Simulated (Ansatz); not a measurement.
The system is Si2Mo.

```
Mo Si
1.0
    -1.60000    1.60000    3.93050
     1.60000   -1.60000    3.93050
     1.60000    1.60000   -3.93050
Mo Si
1 2
Direct
  0.00000 0.00000 0.00000
  0.66700 0.66700 0.00000
  0.33300 0.33300 0.00000
```

* Program: Ansatz 0.2.0
* Task: relaxation of cell and atoms
* Functional: revPBE
* Potentials or basis: Ansatz PAW
* Cutoff: 420 eV (not typed: the program's choice for these potentials)
* k mesh: 12 × 12 × 12
* Occupations: fermi-dirac, width 0.05 eV
* Spin: no spin polarisation

At the start: volume 13.42 Å³/atom.

Task: Where does the relaxation end?

Result: It ends after 6 steps and the volume is 13.71 Å³/atom (+2.2 %); space group I4/mmm (No. 139, to 0.05 Å).

The path:
| step | energy change (eV) | largest force (eV/Å) | volume (Å³) |
| --- | --- | --- | --- |
| 1 | 0.0000 | 0.2600 | 40.25 |
| 2 | -0.0140 | 0.1007 | 41.29 |
| 3 | -0.0153 | 0.0414 | 41.14 |
| 4 | -0.0154 | 0.0103 | 41.10 |
| 5 | -0.0154 | 0.0002 | 41.12 |
| 6 | -0.0156 | 0.0002 | 41.12 |

Final structure:
```
CELL_PARAMETERS angstrom
-1.61349 1.61349 3.94842
1.61349 -1.61349 3.94842
1.61349 1.61349 -3.94842
ATOMIC_POSITIONS crystal
Mo 0.00000 0.00000 0.00000
Si 0.66492 0.66492 0.00000
Si 0.33508 0.33508 0.00000
```

Caveat: the plane-wave basis is chosen anew once the cell has moved, so the energies of steps on either side of that aren't comparable; the PAW data sets come from PBE, with cores solved anew for the run's functional, which leaves a small shift of forces and pressure.
